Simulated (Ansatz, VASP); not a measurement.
# InAs in two plane-wave programs, part 2 of 3

Aim: how closely do two programs agree when they are given the same cell, functional and k mesh? The cell is taken from a series of runs on this material, whose earlier steps may have relaxed, scaled, displaced or heated it; both programs get it as it stands.

VASP 6.6.1 and Ansatz 0.2.0.

So far: The structure; Ansatz: zone-centre phonons, LDA, pair 1.

### 3. VASP: zone-centre phonons, LDA, pair 1

Level of this step: LDA; plane waves and PAW (As, In_d) (VASP).

The same cell, functional (in two slightly different forms), mesh and smearing now go to VASP, with its own data sets.

Lines of VASP's logs that name or quote its potential files are left out, and so is its time.

The input, INCAR:

```
SYSTEM = InAs
PREC = Accurate
ENCUT = 500
EDIFF = 1E-08
NELM = 120
ISMEAR = 1
SIGMA = 0.2
LREAL = .FALSE.
ALGO = Normal
GGA = CA
NBANDS = 15
LORBIT = 11
LWAVE = .FALSE.
LCHARG = .FALSE.
ISIF = 2
IBRION = 8
LASPH = .TRUE.
GGA_COMPAT = .FALSE.
EFERMI = MIDGAP
KPAR = 2
```

The input, POSCAR:

```
InAs
1.0
    0.0000000000      3.0352434349      2.9526534265
    3.0352434349      0.0000000000      2.9526534265
    3.0352434349      3.0352434349      0.0000000000
As In
1 1
Direct
    0.7500000000      0.7500000000      0.7500000000
    0.0000000000      0.0000000000      0.0000000000
```

The input, KPOINTS:

```
Automatic mesh
0
Gamma
12 12 12
0 0 0
```

The projector-augmented-wave data sets are As and In_d (LDA family, release 64).

On the command line:

```bash
> mpirun -np 2 vasp_std
```

Numbers of over 12 decimals in the logs are rounded to 6 here.

Output:

```text
[banner, memory and clock lines left out]
running    2 mpi-ranks, on    1 nodes
 distrk:  each k-point on    1 cores,    2 groups
 distr:  one band on    1 cores,    1 groups

 POSCAR found type information on POSCAR AsIn
 POSCAR found :  2 types and       2 ions
 LDA part: xc-table for (Slater(with rela. corr.)+CA(PZ))
 , standard interpolation
 POSCAR, INCAR and KPOINTS ok, starting setup
 FFT: planning ... GRIDC
 FFT: planning ... GRID_SOFT
 FFT: planning ... GRID
 WAVECAR not read
 entering main loop
       N       E                     dE             d eps       ncg     rms          rms(c)
DAV:   1     0.112588129742E+03    0.11259E+03   -0.81892E+03  4890   0.127E+03
DAV:   2    -0.138766781650E+01   -0.11398E+03   -0.10974E+03  5226   0.302E+02
DAV:   3    -0.913617164993E+01   -0.77485E+01   -0.77039E+01  6311   0.801E+01
DAV:   4    -0.933699250719E+01   -0.20082E+00   -0.20076E+00  5911   0.144E+01
DAV:   5    -0.934587204330E+01   -0.88795E-02   -0.88794E-02  7505   0.259E+00    0.480E+00
DAV:   6    -0.906916966827E+01    0.27670E+00   -0.38456E-01  7697   0.113E+01    0.266E+00
DAV:   7    -0.902941850899E+01    0.39751E-01   -0.11353E-01  6965   0.319E+00    0.686E-01
DAV:   8    -0.902603697409E+01    0.33815E-02   -0.12136E-02  6464   0.135E+00    0.233E-01
DAV:   9    -0.902591728063E+01    0.11969E-03   -0.79806E-04  6455   0.256E-01    0.146E-01
DAV:  10    -0.902593915629E+01   -0.21876E-04   -0.11762E-04  7569   0.187E-01    0.717E-02
DAV:  11    -0.902594247168E+01   -0.33154E-05   -0.36286E-05  7614   0.118E-01    0.487E-02
DAV:  12    -0.902594009809E+01    0.23736E-05   -0.50729E-06  7282   0.309E-02    0.727E-03
DAV:  13    -0.902594014393E+01   -0.45843E-07   -0.69285E-07  6150   0.494E-03    0.171E-03
DAV:  14    -0.902594013929E+01    0.46418E-08   -0.24732E-08  6283   0.243E-03
   1 F= -.90259401E+01 E0= -.90260802E+01  d E =0.420277E-03
 Linear response reoptimize wavefunctions to high precision
DAV:   1    -0.902594013958E+01   -0.28535E-09   -0.37526E-09  5267   0.105E-03
DAV:   2    -0.902594013967E+01   -0.92768E-10   -0.96529E-10  3544   0.247E-04
 Linear response DOF=           4
 Linear response progress:
  Degree of freedom:   1/  4
       N       E                     dE             d eps       ncg     rms          rms(c)
RMM:   1    -0.476612927591E-01   -0.47661E-01    0.64262E-02 30061   0.158E+00
RMM:   2    -0.453099457366E-01    0.23513E-02    0.17151E-03 22382   0.591E-01    0.112E-01
RMM:   3    -0.460317647086E-01   -0.72182E-03   -0.20264E-03 26287   0.254E-01    0.476E-02
RMM:   4    -0.462027123604E-01   -0.17095E-03   -0.16148E-04 26802   0.849E-02    0.108E-02
RMM:   5    -0.462324592988E-01   -0.29747E-04   -0.18251E-05 27808   0.316E-02    0.507E-03
RMM:   6    -0.462157708355E-01    0.16688E-04   -0.19615E-06 26975   0.852E-03    0.160E-03
RMM:   7    -0.462146743607E-01    0.10965E-05   -0.17589E-07 29383   0.277E-03    0.114E-03
RMM:   8    -0.462150001333E-01   -0.32577E-06   -0.34197E-08 28480   0.117E-03    0.701E-04
RMM:   9    -0.462156166827E-01   -0.61655E-06    0.36111E-08 27174   0.426E-04    0.793E-05
RMM:  10    -0.462156870725E-01   -0.70390E-07    0.86884E-08 29223   0.177E-04    0.736E-05
RMM:  11    -0.462156827117E-01    0.43608E-08   -0.28877E-08 30910   0.754E-05    0.222E-05
 first order change of Fermi-energy   0.16548E-03
 force on displaced ion       1 direction 1 :  -7.837   0.000   0.000
 Linear response progress:
  Degree of freedom:   2/  4
       N       E                     dE             d eps       ncg     rms          rms(c)
RMM:   1    -0.473492147980E-01   -0.47349E-01    0.64443E-02 17602   0.156E+00
RMM:   2    -0.452533049431E-01    0.20959E-02    0.15390E-03 13277   0.578E-01    0.108E-01
RMM:   3    -0.459267095398E-01   -0.67340E-03   -0.19620E-03 15400   0.243E-01    0.464E-02
RMM:   4    -0.460860413485E-01   -0.15933E-03   -0.15078E-04 15692   0.822E-02    0.107E-02
RMM:   5    -0.461170754573E-01   -0.31034E-04   -0.17488E-05 16222   0.307E-02    0.471E-03
RMM:   6    -0.461021284845E-01    0.14947E-04   -0.18885E-06 15819   0.816E-03    0.153E-03
RMM:   7    -0.461001770671E-01    0.19514E-05   -0.22177E-07 17367   0.266E-03    0.105E-03
RMM:   8    -0.461004071529E-01   -0.23009E-06   -0.57700E-08 16336   0.106E-03    0.629E-04
RMM:   9    -0.461009942662E-01   -0.58711E-06   -0.22382E-08 15510   0.378E-04    0.855E-05
RMM:  10    -0.461011129821E-01   -0.11872E-06    0.39005E-08 17380   0.160E-04    0.814E-05
RMM:  11    -0.461010979940E-01    0.14988E-07   -0.56309E-08 17836   0.637E-05    0.246E-05
RMM:  12    -0.461011103390E-01   -0.12345E-07    0.13822E-08 16938   0.274E-05    0.500E-06
RMM:  13    -0.461011080217E-01    0.23173E-08   -0.27425E-08 17202   0.155E-05    0.200E-06
 first order change of Fermi-energy   0.95787E-03
 force on displaced ion       1 direction 3 :   0.000   0.000  -7.714
 Linear response progress:
  Degree of freedom:   3/  4
       N       E                     dE             d eps       ncg     rms          rms(c)
RMM:   1    -0.235417368587E+00   -0.23542E+00   -0.87185E-02 19307   0.494E+00
RMM:   2    -0.237896519429E+00   -0.24792E-02   -0.13877E-02 24293   0.106E+00    0.803E-02
RMM:   3    -0.237871958324E+00    0.24561E-04   -0.16265E-03 26296   0.328E-01    0.394E-02
RMM:   4    -0.237691975945E+00    0.17998E-03   -0.15365E-04 26992   0.111E-01    0.207E-02
RMM:   5    -0.237654463015E+00    0.37513E-04   -0.23485E-05 28291   0.403E-02    0.791E-03
RMM:   6    -0.237656305518E+00   -0.18425E-05   -0.29045E-06 28115   0.137E-02    0.193E-03
RMM:   7    -0.237665939484E+00   -0.96340E-05   -0.11034E-07 28647   0.408E-03    0.706E-04
RMM:   8    -0.237665298045E+00    0.64144E-06    0.82695E-08 28492   0.172E-03    0.441E-04
RMM:   9    -0.237664560447E+00    0.73760E-06    0.34459E-07 28680   0.756E-04    0.843E-05
RMM:  10    -0.237664228957E+00    0.33149E-06    0.25600E-07 29344   0.322E-04    0.374E-05
RMM:  11    -0.237664084241E+00    0.14472E-06    0.28413E-07 29933   0.160E-04    0.822E-06
RMM:  12    -0.237664152446E+00   -0.68205E-07    0.15423E-07 30020   0.905E-05    0.936E-06
RMM:  13    -0.237664148394E+00    0.40523E-08    0.11888E-07 31794   0.562E-05    0.152E-05
RMM:  14    -0.237664166777E+00   -0.18383E-07    0.60721E-08 30955   0.387E-05    0.916E-06
RMM:  15    -0.237664169060E+00   -0.22836E-08    0.36926E-08 26354   0.298E-05    0.100E-05
 first order change of Fermi-energy  -0.35177E-04
 force on displaced ion       2 direction 1 :  -7.797  -0.000   0.000
 Linear response progress:
  Degree of freedom:   4/  4
       N       E                     dE             d eps       ncg     rms          rms(c)
RMM:   1    -0.235233550129E+00   -0.23523E+00   -0.83412E-02 11371   0.496E+00
RMM:   2    -0.237737071697E+00   -0.25035E-02   -0.13330E-02 14218   0.104E+00    0.776E-02
RMM:   3    -0.237696634839E+00    0.40437E-04   -0.15524E-03 15486   0.322E-01    0.384E-02
RMM:   4    -0.237505539786E+00    0.19110E-03   -0.13927E-04 15762   0.105E-01    0.198E-02
RMM:   5    -0.237461277368E+00    0.44262E-04   -0.23040E-05 16566   0.389E-02    0.769E-03
RMM:   6    -0.237461280626E+00   -0.32585E-08   -0.27268E-06 16436   0.124E-02    0.191E-03
RMM:   7    -0.237470674183E+00   -0.93936E-05   -0.32588E-07 16812   0.364E-03    0.683E-04
RMM:   8    -0.237470076555E+00    0.59763E-06   -0.44397E-08 16610   0.151E-03    0.360E-04
RMM:   9    -0.237469598210E+00    0.47834E-06    0.18367E-08 17076   0.630E-04    0.112E-04
RMM:  10    -0.237469292456E+00    0.30575E-06    0.15922E-08 16707   0.262E-04    0.314E-05
RMM:  11    -0.237469282452E+00    0.10004E-07    0.53438E-08 17118   0.127E-04    0.157E-05
RMM:  12    -0.237469295240E+00   -0.12787E-07    0.33997E-08 17757   0.712E-05    0.181E-05
RMM:  13    -0.237469341748E+00   -0.46509E-07    0.32267E-08 16882   0.443E-05    0.190E-05
RMM:  14    -0.237469342439E+00   -0.69053E-09    0.13427E-08 18733   0.306E-05    0.243E-05
 first order change of Fermi-energy  -0.49853E-04
 force on displaced ion       2 direction 3 :   0.000   0.000  -7.700
 Linear response finished
```

Parts of OUTCAR (step 3):

```text
ion  position               nearest neighbor table
   1  0.750  0.750  0.750-   2 2.60   2 2.60   2 2.60   2 2.60
   2  0.000  0.000  0.000-   1 2.60   1 2.60   1 2.60   1 2.60

  LATTYP: Found a body centered tetragonal cell.
 ALAT       =     4.2924824307
 C/A-ratio  =     1.3757323293

 Subroutine GETGRP returns: Found  8 space group operations
 (whereof  8 operations were pure point group operations)

The static configuration has the point symmetry D_2d.

 Found    163 irreducible k-points:

   k-points           NKPTS =    163   k-points in BZ     NKDIM =    163   number of bands    NBANDS=     15

   dimension x,y,z NGX =    32 NGY =   32 NGZ =   32
   dimension x,y,z NGXF=    64 NGYF=   64 NGZF=   64

   ENCUT  =  500.0 eV  36.75 Ry    6.06 a.u.   7.72  7.72  7.83*2*pi/ulx,y,z

   NELECT =      18.0000    total number of electrons

 k-points in reciprocal lattice and weights: Automatic mesh
   0.00000000  0.00000000  0.00000000       0.001
   0.08333333  0.00000000  0.00000000       0.005
   0.16666667 -0.00000000  0.00000000       0.005
   0.25000000  0.00000000  0.00000000       0.005
   0.33333333  0.00000000  0.00000000       0.005
   0.41666667 -0.00000000  0.00000000       0.005
   0.50000000  0.00000000  0.00000000       0.002
   0.08333333  0.08333333  0.00000000       0.001
   0.16666667  0.08333333  0.00000000       0.005
[...]
-0.33333333  0.16666667  0.50000000       0.002
  -0.25000000  0.25000000  0.50000000       0.001

 average (electrostatic) potential at core
       1 -52.9661       2 -95.9708

  Total        0.0577284      0.0577284      0.3745770      0.0000000      0.0000000     -0.0000000
  in kB        1.7000835      1.7000835     11.0311863      0.0000000      0.0000000     -0.0000000
  external PRESSURE =       4.8104511 kB  Pullay stress =       0.0000000 kB

  energy-cutoff  :      500.00
  volume of cell :       54.40
      direct lattice vectors                 reciprocal lattice vectors
     0.000000000  3.035243435  2.952653426    -0.164731433  0.164731433  0.169339210
     3.035243435  0.000000000  2.952653426     0.164731433 -0.164731433  0.169339210
     3.035243435  3.035243435  0.000000000     0.164731433  0.164731433 -0.169339210

 POSITION                                       TOTAL-FORCE (eV/Angst)
 -----------------------------------------------------------------------------------
      4.55287      4.55287      4.42898         0.000000      0.000000      0.000000
      0.00000      0.00000      0.00000        -0.000000     -0.000000     -0.000000
 -----------------------------------------------------------------------------------
    total drift:                                0.000000      0.000000     -0.000001

 Eigenvectors and eigenvalues of the dynamical matrix
 ----------------------------------------------------

   1 f  =    6.493244 THz    40.798257 2PiTHz  216.591316 cm-1    26.853889 meV
             X         Y         Z           dx          dy          dz
      4.552865  4.552865  4.428980     0.000000    0.778691    0.000000
      0.000000  0.000000  0.000000    -0.000000   -0.627408   -0.000000

   2 f  =    6.493244 THz    40.798257 2PiTHz  216.591316 cm-1    26.853889 meV
             X         Y         Z           dx          dy          dz
      4.552865  4.552865  4.428980     0.778691   -0.000000   -0.000000
      0.000000  0.000000  0.000000    -0.627408    0.000000    0.000000

   3 f  =    6.446149 THz    40.502349 2PiTHz  215.020387 cm-1    26.659118 meV
             X         Y         Z           dx          dy          dz
      4.552865  4.552865  4.428980     0.000000    0.000000   -0.778190
      0.000000  0.000000  0.000000    -0.000000   -0.000000    0.628029

   4 f/i=    0.002912 THz     0.018297 2PiTHz    0.097135 cm-1     0.012043 meV
             X         Y         Z           dx          dy          dz
      4.552865  4.552865  4.428980     0.000000   -0.000000    0.628029
      0.000000  0.000000  0.000000     0.000000   -0.000000    0.778190

   5 f/i=    0.008116 THz     0.050997 2PiTHz    0.270732 cm-1     0.033567 meV
             X         Y         Z           dx          dy          dz
      4.552865  4.552865  4.428980    -0.056786    0.624833    0.000000
      0.000000  0.000000  0.000000    -0.070479    0.775495    0.000000

   6 f/i=    0.008116 THz     0.050997 2PiTHz    0.270732 cm-1     0.033567 meV
             X         Y         Z           dx          dy          dz
      4.552865  4.552865  4.428980    -0.624833   -0.056786   -0.000000
      0.000000  0.000000  0.000000    -0.775495   -0.070479   -0.000000

 ELASTIC MODULI CONTR FROM IONIC RELAXATION (kBar)
 Direction    XX          YY          ZZ          XY          YZ          ZX
 --------------------------------------------------------------------------------
 XX           0.0000      0.0000      0.0000      0.0000      0.0000      0.0000
 YY           0.0000      0.0000      0.0000      0.0000      0.0000      0.0000
 ZZ           0.0000      0.0000      0.0000      0.0000      0.0000      0.0000
 XY           0.0000      0.0000      0.0000   -243.2627      0.0000      0.0000
 YZ           0.0000      0.0000      0.0000      0.0000   -253.1863      0.0000
 ZX           0.0000      0.0000      0.0000      0.0000      0.0000   -229.5140
 --------------------------------------------------------------------------------
```

The gap is under twice the smearing width, so the edge states are partly filled and the run can't tell a small gap from a semimetal. Methfessel-Paxton smearing is not meant for a cell with a gap.

### 4. Side by side

Known differences besides the potentials themselves: the two LDA forms differ slightly; the data sets hold 28 valence electrons in Ansatz (on its PAW soft_1 files) and 18 in VASP; the cutoff is 420 eV in Ansatz and 500 eV in VASP; VASP's log shows a relativistic correction to its local exchange, Ansatz's none. Total energies have different zeros and are not compared.

Compared:

| quantity | Ansatz | VASP | difference |
| --- | --- | --- | --- |
| optical mode 1 (cm⁻¹) | 214.2 | 215.0 | -0.39 % |
| optical mode 2 to 3 (cm⁻¹) | 215.8 | 216.6 | -0.35 % |

Modes are paired by rising frequency, not by their patterns, so a pair may set unlike modes beside each other; they are those without the splitting of longitudinal modes.

(Part 2 of 3 ends here.)

[Lines on the potential files, build, host, timing and source positions are cut from VASP's logs without a mark.]

[Logs are printed without paths, hosts, clocks, repeated set-up lines and the standing remarks that a program may print on its own settings, such as how far it seeks lower states.]

[Hosts, paths, dates, database ids (printed as entryN), source tags and the programs' standing remarks are cut or masked in the printed files.]
